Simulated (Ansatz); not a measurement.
# How TiO2 (Anatase) absorbs and reflects light

What colour and refractive index does TiO2 (Anatase) have at this level of theory?

Main program and level: Ansatz 0.2.0; DFT, PBE, plane-wave PAW, default files, scalar-relativistic, independent-particle optical response without local fields.

**Measured values to reproduce.**

“Part I: determination of a structure/property transformation mechanism responsible for changes in the point of zero change of anatase titania with decreasing particle size” (2024, pmc:11477903) reports for TiO2, anatase, by UV-VIS-NIR reflection spectroscopy (commercial powder, mean particle diameter 143 nm, hand pressed, 300 K): band gap (indirect optical gap from reflection cut-off wavelength, 143 nm …) 3.261 eV [Gap from reflection cut-off wavelength, not a Tauc fit; hand-pressed powder; same powder …].

Most raw output is cut from this account.

### 1. Set-up

Symmetry: I4_1/amd, No. 141, tetragonal system. The conventional cell has a = 3.784 Å, b = 3.784 Å, c = 9.515 Å, α = 90.00°, β = 90.00°, γ = 90.00°. Nearest to Ti lie 6 O at 1.93 to 1.98 Å. Nearest to O lie 3 Ti at 1.93 to 1.98 Å. Farther neighbours and most contacts between anions are not listed.

As a file:

```cif
data_structure
_symmetry_space_group_name_H-M 'P 1'
_symmetry_Int_Tables_number 1
_cell_length_a 5.4582
_cell_length_b 5.4582
_cell_length_c 5.4582
_cell_angle_alpha 139.435
_cell_angle_beta 139.435
_cell_angle_gamma 58.713
_cell_volume 68.13
loop_
_atom_site_label
_atom_site_type_symbol
_atom_site_fract_x
_atom_site_fract_y
_atom_site_fract_z
_atom_site_occupancy
Ti1 Ti 0.75000 0.25000 0.50000 1
Ti2 Ti 0.00000 0.00000 0.00000 1
O3 O 0.79190 0.79190 0.00000 1
O4 O 0.54190 0.04190 0.50000 1
O5 O 0.95810 0.45810 0.50000 1
O6 O 0.20810 0.20810 0.00000 1
```

### 2. Ground state and bands

First the ground state: is it a metal or has it a gap?

This step: DFT, PBE, plane-wave PAW, default files, scalar-relativistic, ground state (Ansatz 0.2.0).

input.yaml reads:

```yaml
crystal:
  lattice:
    - [-1.8921, 1.8921, 4.7573]
    - [1.8921, -1.8921, 4.7573]
    - [1.8921, 1.8921, -4.7573]
  atoms:
    - { symbol: Ti, position: [0.75, 0.25, 0.5] }
    - { symbol: Ti, position: [0.0, 0.0, 0.0] }
    - { symbol: O, position: [0.7919, 0.7919, 0.0] }
    - { symbol: O, position: [0.5419, 0.0419, 0.5] }
    - { symbol: O, position: [0.9581, 0.4581, 0.5] }
    - { symbol: O, position: [0.2081, 0.2081, 0.0] }
kpoints:
  mp_grid: { grid: [8, 8, 8] }
  band_path:
    path:
      - [[0.0, 0.0, 0.0], [0.0, 0.0, 0.5], [-0.07909283, 0.07909283, 0.5], [-0.28954641, 0.28954641, 0.28954641], [0.0, 0.0, 0.0], [0.5, 0.5, -0.5], [0.28954641, 0.71045359, -0.28954641], [0.0, 0.5, 0.0], [0.25, 0.25, 0.25], [0.5, 0.5, -0.07909283], [0.5, 0.5, -0.5]]
      - [[0.0, 0.0, 0.5], [0.25, 0.25, 0.25]]
    npoints: 6
scf:
  occupations: { method: fermi_dirac, width: 0.05 }
  n_extra_bands: 10
hamiltonian:
  xc: pbe
  pseudopotentials: { kind: paw }
output:
  forces: true
  stress: true
  populations: true
  write_bands: true
  write_density: true
  write_potential: true
  elf: true
  volumetric_format: npy
```

On the command line:

```
ansatz run input.yaml --threads 4 --pin off --max-ram 8192MiB --backend cpu --events-out ev --progress --plain --runs-dir out
```

Elapsed: 4.2 s, on 4 threads of Arm Neoverse V1, shared host; peak memory 0.46 GiB.

Numbers from this step:

* free energy: -7277.4708 eV
* Fermi energy: 8.436 eV
* gap by band count: 2.165 eV
* electrons: 48
* symmetry operations: 16
* pressure: 5.169 GPa
* gap on the k-mesh: 2.165 eV
* volume: 68.13 Å³
* gap on the path: 2.125 eV
* least direct gap on the path: 2.463 eV

There is a gap, 2.12 eV on the path, so no carriers' term is needed. The cell is left with a pressure of 5.2 GPa and forces up to 0.10 eV/Å, as it stands unrelaxed at this level.

The electronic bands at the labelled points (eV, zero at the Fermi level; v1 is the highest filled band, c1 the lowest empty one):

```
    point     v4     v3     v2     v1    c1    c2    c3    c4
        Γ  -1.86  -1.86  -1.58  -1.58  1.02  1.76  2.90  2.90
  halfway  -2.94  -2.06  -1.70  -1.35  1.89  2.04  2.42  2.65
        X  -3.16  -3.16  -1.15  -1.15  2.26  2.26  2.73  2.73
  halfway  -3.12  -3.12  -1.16  -1.16  2.25  2.25  2.72  2.72
        Y  -3.00  -3.00  -1.19  -1.19  2.23  2.23  2.67  2.67
  halfway  -2.95  -2.16  -1.60  -1.51  2.06  2.10  2.53  2.65
        S  -2.29  -2.04  -2.01  -1.92  2.12  2.39  2.48  2.53
  halfway  -2.59  -2.02  -1.92  -1.67  2.03  2.22  2.24  2.54
        Γ  -1.86  -1.86  -1.58  -1.58  1.02  1.76  2.90  2.90
  halfway  -2.17  -2.17  -1.34  -1.34  1.12  1.65  2.74  2.74
        Z  -2.36  -2.36  -1.23  -1.23  1.38  1.38  2.68  2.68
  halfway  -2.41  -1.81  -1.71  -1.66  1.64  2.11  2.32  2.45
       S1  -2.29  -2.04  -2.01  -1.92  2.12  2.39  2.48  2.53
  halfway  -2.60  -2.07  -1.93  -1.85  2.16  2.42  2.49  2.57
        N  -3.07  -2.06  -1.94  -1.74  2.15  2.46  2.48  2.58
  halfway  -2.99  -2.07  -1.70  -1.46  2.06  2.19  2.59  2.62
        P  -2.69  -2.69  -1.35  -1.35  2.48  2.48  2.52  2.52
  halfway  -2.99  -2.78  -1.28  -1.22  2.30  2.34  2.63  2.68
       Y1  -3.00  -3.00  -1.19  -1.19  2.23  2.23  2.67  2.67
  halfway  -2.19  -2.19  -1.63  -1.63  1.96  1.96  2.45  2.45
        Z  -2.36  -2.36  -1.23  -1.23  1.38  1.38  2.68  2.68
jump to X  -3.16  -3.16  -1.15  -1.15  2.26  2.26  2.73  2.73
  halfway  -2.90  -2.90  -1.24  -1.24  2.33  2.33  2.67  2.67
        P  -2.69  -2.69  -1.35  -1.35  2.48  2.48  2.52  2.52
```

Electrostatic potential energy in the ac plane of the conventional cell at fractional y = 0.000, with atoms of Ti and O within 0.2 Å of it. With pseudopotentials it is smooth inside the atoms' cores, unlike the true potential.

Ten even steps from '0' (-36 eV) to '9' (14 eV), each cell a mean:
```
01256200047421
33577300158643
77888765688887
24788655678863
00475311246720
01573100125730
67874210125887
99986433357899
99998877788999
99999632479999
99998200049999
99998410169999
99999876799999
99999999999999
99999999999999
99999999999999
99999999999999
35899999999974
00499999999820
01699999999840
56899999999986
56789999998865
12468999998531
01257643577310
```

ELF in the ac plane of the conventional cell at fractional y = 0.000, with atoms of Ti and O within 0.2 Å of it. It is the smooth field of the valence electrons, not physical close to the nuclei.

Ten even steps from '_' (0.01) to '@' (0.81), each cell a mean:
```
==**++::##@@##++%%@@==--**++
**==::::##@@%%##%%@@++..--++
++==::..==**%%%%##**::::--==
@@@@%%--..::--==--....++%%@@
++%%@@++::==******--::##@@##
##@@@@====**--..++**--**@@%%
@@@@**::==##++==****::--%%@@
**++::__..==++**++--__..--++
..____..--==++++====::____..
____..++%%@@@@@@@@@@##--____
____::**@@@@##++%%@@%%++..__
____..**@@@@%%##@@@@%%==____
______--**%%@@@@@@%%++..____
________::==++**++--..______
____________......__________
--::..__________________::::
%%##**--____________..==**%%
@@@@@@**::________..==%%@@@@
++%%@@%%==..______::**@@@@##
##@@@@%%==..______::**@@@@%%
%%%%##++::________..--**%%%%
==--::..__..::::::..__..--==
****==..::++##%%##==..::++**
..++##::++@@@@@@@@%%--==##--
```

### 3. Spectrum

The spectrum is a sum over vertical transitions between filled and empty bands at the fixed density, so many empty bands are needed.

This step: DFT, PBE, plane-wave PAW, default files, scalar-relativistic, independent-particle optical response without local fields (Ansatz 0.2.0).

input.yaml, the sections that differ from step 2:

```yaml
kpoints:
  mp_grid: { grid: [8, 8, 8] }
scf:
  occupations: { method: fixed }
output:
  optics:
    e_range: [0, 20]
    de: 0.05
    sigma: 0.1
    nscf_kmesh: { grid: [10, 10, 10] }
    bands: { spectra_wanted_up_to: 20 }
# crystal, hamiltonian: as in step 2
```

Elapsed: 38 s, on 4 threads; peak memory 1.9 GiB; 2.4 min of CPU time.

This step gave:

* electronic dielectric constant ε∞, mean over x, y and z (by symmetry where fewer were run): 6.804
* absorption onset, first axis (α over 10⁴ cm⁻¹, or the direct gap if that lies higher): 2.464 eV
* main peak of Im epsilon, first axis: 3.765 eV
* photocurrent from vertical transitions in a film 500 nm thick on a perfect mirror (two passes), AM1.5G, no front reflection, all carriers collected: 6.631 mA/cm²
* least direct gap on the mesh: 2.464 eV
* bands summed: 59
* spectra valid up to: 30.56 eV
* program's estimate of the k-sum error in Im epsilon: 0.19 %
* electrons in the f-sum: 27.82

The Im ε has structure finer than the step of the table below, so its rows give means over 0.5 eV, whole bins alone (the curve runs from 0 to 20 eV). Peaks (eV: height): E ∥ x or y 3.75: 11.1, 4.95: 9.49, 6.90: 8.20, 9.15: 3.65; E ∥ z 3.40: 11.9, 4.25: 12.1, 5.90: 5.15, 7.30: 14.3, 9.05: 6.22.

The Im ε by photon energy; means over each step:

```csv
photon energy (eV),E ∥ x or y,E ∥ z
2.0,5.3e-5,0
2.5,1.30,0.00593
3.0,3.20,1.08
3.5,6.98,9.23
4.0,10.6,7.68
4.5,8.29,7.39
5.0,9.16,3.66
5.5,5.70,3.43
6.0,3.82,4.05
6.5,5.00,5.21
7.0,7.18,8.88
7.5,5.66,13.2
8.0,4.57,7.44
8.5,2.42,3.78
9.0,2.94,5.52
9.5,2.19,3.02
10.0,1.58,1.56
10.5,1.35,0.964
11.0,1.22,0.565
11.5,1.10,0.354
12.0,1.27,0.533
12.5,1.09,0.450
13.0,0.961,0.545
13.5,1.02,1.07
14.0,0.985,1.18
14.5,0.986,1.20
15.0,1.04,1.34
15.5,1.21,0.899
16.0,1.11,0.904
16.5,1.27,0.942
17.0,1.14,1.02
17.5,1.12,1.08
18.0,0.944,0.869
18.5,0.973,1.02
19.0,1.12,0.950
19.5,1.44,1.45
```

The Re ε by photon energy:

| photon energy (eV) | E ∥ x or y | E ∥ z |
| --- | --- | --- |
| 0.0 | 6.93 | 6.56 |
| 0.5 | 6.99 | 6.61 |
| 1.0 | 7.21 | 6.78 |
| 1.5 | 7.63 | 7.09 |
| 2.0 | 8.46 | 7.65 |
| 2.5 | 11.1 | 8.74 |
| 3.0 | 10.4 | 12.0 |
| 3.5 | 12.6 | 6.92 |
| 4.0 | 6.70 | 8.03 |
| 4.5 | 3.92 | 1.32 |
| 5.0 | 2.26 | 2.58 |
| 5.5 | -0.925 | 4.49 |
| 6.0 | 1.79 | 3.85 |
| 6.5 | 2.90 | 8.14 |
| 7.0 | 0.522 | 7.59 |
| 7.5 | -0.599 | -0.229 |
| 8.0 | -1.90 | -3.54 |
| 8.5 | -1.30 | -2.32 |
| 9.0 | 0.242 | -1.58 |
| 9.5 | -1.14 | -3.51 |
| 10.0 | -0.380 | -2.36 |
| 10.5 | -0.116 | -1.59 |
| 11.0 | 0.113 | -0.812 |
| 11.5 | 0.438 | -0.269 |
| 12.0 | 0.627 | 0.335 |
| 12.5 | 0.538 | 0.546 |
| 13.0 | 0.688 | 0.955 |
| 13.5 | 0.839 | 1.22 |
| 14.0 | 0.860 | 0.877 |
| 14.5 | 1.02 | 1.06 |
| 15.0 | 1.12 | 0.435 |
| 15.5 | 1.16 | 0.823 |
| 16.0 | 1.02 | 0.701 |
| 16.5 | 1.06 | 1.05 |
| 17.0 | 0.918 | 0.961 |
| 17.5 | 0.925 | 1.01 |
| 18.0 | 1.01 | 0.847 |
| 18.5 | 1.19 | 1.18 |
| 19.0 | 1.36 | 1.25 |
| 19.5 | 1.04 | 1.21 |
| 20.0 | 1.01 | 0.545 |

Refractive index n and extinction k against photon energy:

```
photon energy (eV)  n, E ∥ x or y  k, E ∥ x or y  n, E ∥ z  k, E ∥ z
                 0           2.63              0      2.56         0
                 1           2.68              0      2.60         0
                 2           2.91              0      2.77         0
                 3           3.26          0.476      3.46    0.0145
                 4           3.05           1.61      3.03      1.06
                 5           2.44           1.93      1.84     0.888
                 6           1.74           1.11      2.21      1.01
                 7           2.03           1.90      3.04      1.27
                 8           1.23           1.85      1.50      2.41
                 9           1.26           1.16      1.55      2.00
                10          0.791           1.00     0.465      1.60
                11          0.817          0.744     0.288     0.946
                12           1.03          0.661     0.721     0.429
                13          0.962          0.487      1.01     0.253
                14           1.04          0.469      1.08     0.530
                15           1.15          0.443     0.968     0.709
                16           1.11          0.471     0.951     0.451
                17           1.08          0.505      1.08     0.462
                18           1.09          0.431      1.00     0.400
                19           1.24          0.429      1.18     0.376
                20           1.14          0.548     0.966     0.624
```

Values under 1 per cm are given as 1. Table of absorption coefficient by photon energy:

```
photon energy (eV)  E ∥ x or y (1/cm)  E ∥ z (1/cm)
             0.000                  1             1
             0.500                  1             1
             1.000                  1             1
             1.500                  1             1
             2.000                  1             1
             2.500              42704          85.1
             3.000              1.4e5          4408
             3.500              3.0e5         5.6e5
             4.000              6.5e5         4.3e5
             4.500              6.8e5         7.3e5
             5.000              9.8e5         4.5e5
             5.500              1.0e6         4.1e5
             6.000              6.8e5         6.1e5
             6.500              8.0e5         6.0e5
             7.000              1.3e6         9.0e5
             7.500              1.3e6         2.0e6
             8.000              1.5e6         2.0e6
             8.500              1.2e6         1.5e6
             9.000              1.1e6         1.8e6
             9.500              1.3e6         1.9e6
            10.000              1.0e6         1.6e6
            10.500              9.0e5         1.4e6
            11.000              8.3e5         1.1e6
            11.500              7.1e5         6.9e5
            12.000              8.0e5         5.2e5
            12.500              7.3e5         3.5e5
            13.000              6.4e5         3.3e5
            13.500              6.9e5         6.2e5
            14.000              6.7e5         7.5e5
            14.500              6.6e5         7.3e5
            15.000              6.7e5         1.1e6
            15.500              8.2e5         6.8e5
            16.000              7.6e5         7.3e5
            16.500              9.5e5         7.2e5
            17.000              8.7e5         8.0e5
            17.500              9.4e5         8.4e5
            18.000              7.9e5         7.3e5
            18.500              7.7e5         8.8e5
            19.000              8.3e5         7.2e5
            19.500              1.2e6         1.1e6
            20.000              1.1e6         1.3e6
```

The loss function −Im 1/ε at q → 0 has structure finer than the step of the table below, so its rows give means over 1 eV, whole bins alone (the curve runs from 0 to 20 eV). Peaks (eV: height): E ∥ x or y 5.7: 0.257, 8.7: 0.469, 11.2: 0.843, 12.3: 0.759, 17.7: 0.566; E ∥ z 11.7: 3.30, 15.2: 0.872.

Loss function −Im 1/ε at q → 0 against energy loss; means over each step:

```csv
energy loss (eV),E ∥ x or y,E ∥ z
1,0,0
2,5.9e-4,0
3,0.0252,0.0129
4,0.0689,0.0798
5,0.110,0.154
6,0.201,0.0898
7,0.143,0.0676
8,0.206,0.109
9,0.359,0.179
10,0.584,0.205
11,0.800,0.652
12,0.700,1.78
13,0.663,0.511
14,0.547,0.509
15,0.446,0.623
16,0.463,0.575
17,0.511,0.503
18,0.495,0.510
19,0.382,0.424
```

From ε follow the optical constants at some laser and lamp lines:

```
wavelength (nm)  n xy   k xy  R (%) xy     1/α xy   n z    k z  R (%) z      1/α z
            800  2.77  0.000      22.1  over 1 mm  2.67  0.000     20.7  over 1 mm
            633  2.89  0.000      23.6  over 1 mm  2.76  0.000     21.8  over 1 mm
            532  3.13  0.006      26.6     7.5 µm  2.88  0.000     23.4  over 1 mm
            405  3.29  0.484      29.4      67 nm  3.64  0.043     32.3     742 nm
            365  3.53  0.720      32.8      40 nm  3.62  1.636     39.7      18 nm
            308  3.06  1.615      35.9      15 nm  3.08  1.099     31.0      22 nm
            248  2.44  1.927      37.2      10 nm  1.83  0.889     16.9      22 nm
```

Rows near the edge hang on the gap, which this functional as a rule makes too small, and phonon-assisted absorption is left out.

A film 1 µm thick would pass 53 % of daylight and look yellow in transmission (x = 0.409, y = 0.435). A larger true gap would move the edge to shorter wavelengths and change the colour.

At 1064 nm the birefringence n(z) − n(x) is -0.086: the crystal is uniaxial negative at this level.

The f-sum over the summed bands holds 27.8 of the cell's 48 electrons outside the frozen cores. Up to 20 eV the strength has a mean oscillator energy of 6.8 eV, well above the main peak, so higher transitions carry much of it.

### 4. Summary of results

| Quantity | Value |
| --- | --- |
| gap on the path | 2.12 eV |
| least direct gap on the path | 2.46 eV |
| electronic dielectric constant ε∞, mean over x, y and z (by symmetry where fewer were run) (independent particles) | 6.80 |
| absorption onset, first axis (α over 10⁴ cm⁻¹, or the direct gap if that lies higher) | 2.46 eV |
| main peak of Im epsilon, first axis | 3.76 eV |
| photocurrent from vertical transitions in a film 500 nm thick on a perfect mirror (two passes), AM1.5G, no front reflection, all carriers collected | 6.63 mA/cm² |

At this level (PBE, independent particles) TiO2 has a mean ε∞ = 6.80 and n = 2.66 at 1550 nm (E ∥ x); absorption sets in near 2.5 eV, and Im ε peaks at 3.8 eV (E ∥ x). The gap is indirect (2.12 eV), so absorption without phonons can begin only at the direct gap of 2.46 eV. Lines 0.1 eV wide carry a tail of absorption under the direct gap, past the threshold already at 2.41 eV. Absorption passes 10⁴ cm⁻¹ from the direct gap on, 2.46 eV, inside the visible range. Distinct maxima of Im ε, read by a parabola through the highest points, lie at 3.76 eV (11), 4.18 eV (11), 4.96 eV (9.5) and 6.92 eV (8.3) for E ∥ x or y. The f-sum over the summed bands holds 27.8 of the cell's 48 electrons outside the frozen cores. Up to 20 eV the strength has a mean oscillator energy of 6.8 eV, well above the main peak, so higher transitions carry much of it. A film 1 µm thick would pass 53 % of daylight and look yellow in transmission (x = 0.409, y = 0.435). A larger true gap would move the edge to shorter wavelengths and change the colour. At 1064 nm the birefringence n(z) − n(x) is -0.086: the crystal is uniaxial negative at this level. Excitons and phonon-assisted transitions are missing, and so are local fields; PBE gaps are as a rule too small, which pulls the onset down and ε∞ up. In the base run ε includes the program's bounded estimate of what the bands above those summed add. Besides steps told in other documents, this task had 1 step that ran out of time; those not told in a step above aren't shown.

Calculation against experiment:

| quantity | measured | PBE |
| --- | --- | --- |
| band gap (least gap) (eV) | 3.261 | 2.12 (-1.14 eV) |

Measured values from pmc:11477903 (2024).

Verdict: The band gap is off by -1.14 eV: a clear miss. Local and semilocal functionals usually give gaps below the measured ones. An optical gap can lie under the band gap by the exciton's binding. Zero-point and thermal motion shift the measured gap. No cell relaxation is part of this session.

[Logs are printed without paths, hosts, clocks, repeated set-up lines and the standing remarks that a program may print on its own settings, such as how far it seeks lower states.]

[Hosts, paths, dates, database ids (printed as entryN), source tags and the programs' standing remarks are cut or masked in the printed files.]
